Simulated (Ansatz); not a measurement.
The computed numbers are results of r²SCAN, scalar-relativistic (no spin polarisation) in the plane-wave PAW code Ansatz at 500 eV, Γ-centred 12×12×10 mesh, 0.05 eV Gaussian smearing; PAW files: Ansatz's generated set soft_2.

A crystal of composition XO, relaxed at this level of theory, gives this pattern between 10° and 80°.

Cu Kα1 powder pattern (kinematic, no thermal factors).
| 2θ (°) | relative intensity |
| --- | --- |
| 27.27 | 35 |
| 29.22 | 99 |
| 40.40 | 100 |
| 51.81 | 26 |
| 56.27 | 7 |
| 59.53 | 27 |
| 60.60 | 14 |
| 64.66 | 23 |
| 67.68 | 22 |

Task: Which lattice and cell does the pattern come from?

Result: Hexagonal, space group P-6m2 (No. 187), a = 3.526 Å, b = 3.526 Å, c = 3.267 Å, α = 90.00°, β = 90.00°, γ = 120.00°. The line positions fix the lattice at most, not the space group, and lines under 1 % of the strongest aren't listed; this is the group of the computed cell.

A compound XO has these computed properties.

- Band gap: 0.26 eV
- Smallest direct gap: 0.36 eV
- Bader charges: X 1.23; O -1.23 e
- Formation energy from the elements (0 K, uncorrected): -0.89 eV/atom
- Bulk modulus (Birch–Murnaghan): 93 GPa
- Pressure derivative B0′: 4.3
- Elastically stable: no (eigenvalue of -9.2 GPa)

Sites: X on 1a, O on 1f.

Task: Which element is X?
A. Bi
B. Pb
C. Tl
D. Hg

Result: B. X is Pb, so the compound is PbO.

This is a trial structure; measured cells of the compound in the Crystallography Open Database are in space groups Pbcm, P4/nmm.

No spin–orbit coupling, a notable omission for heavy elements. A displaced or strained copy of the relaxed cell lay 4.2 meV/atom lower, so the structure isn't a true minimum at this level.
